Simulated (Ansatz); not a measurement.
## Mg under changes of volume

One of the cells (22.644 Å³/atom); the others are scaled copies at fixed shape and fractional positions:

```xyz
1
Lattice="-1.8360 1.8360 1.6794 1.8360 -1.8360 1.6794 1.8360 1.8360 -1.6794" Properties=species:S:1:pos:R:3 pbc="T T T"
Mg    0.0000    0.0000    0.0000
```

This isn't the form of Mg at room conditions, which is hcp.

- Program: Ansatz 0.2.0
- Functional: PBE
- Potentials or basis: all-electron LAPW, scalar-relativistic
- Cutoff: 129 eV (chosen from the basis error)
- Basis error allowed: 0.0005 eV/atom
- k mesh: 11 × 11 × 11
- Occupations: fermi-dirac, width 0.05 eV
- Spin: no spin polarisation

```tsv
volume (Å³/atom)	energy over the lowest point (meV/atom)	pressure (GPa)
21.286	?	?
21.738	8.19	2.2
22.191	3.17	1.3
22.644	0.53	0.5
23.097	0.00	-0.2
23.550	1.40	-0.8
24.003	4.54	-1.4
```

**Question.** What does the run at 21.286 Å³/atom give?

**Answer.** Energy over the lowest point 15.76 meV/atom; pressure 3.2 GPa.

Worked out: A Birch-Murnaghan fit of order 3 (a polynomial in V^(-2/3)) to the other rows has its minimum at 22.99 Å³/atom with B0 = V·E''(V) = 35 GPa and B' = 4.2 at fixed shape and positions, which overstates the stiffness. It gives 15.80 meV/atom at 21.286 Å³/atom, against the run's 15.76, and -dE/dV = 3.2 GPa, against 3.2.

Energies are extrapolated to zero smearing.
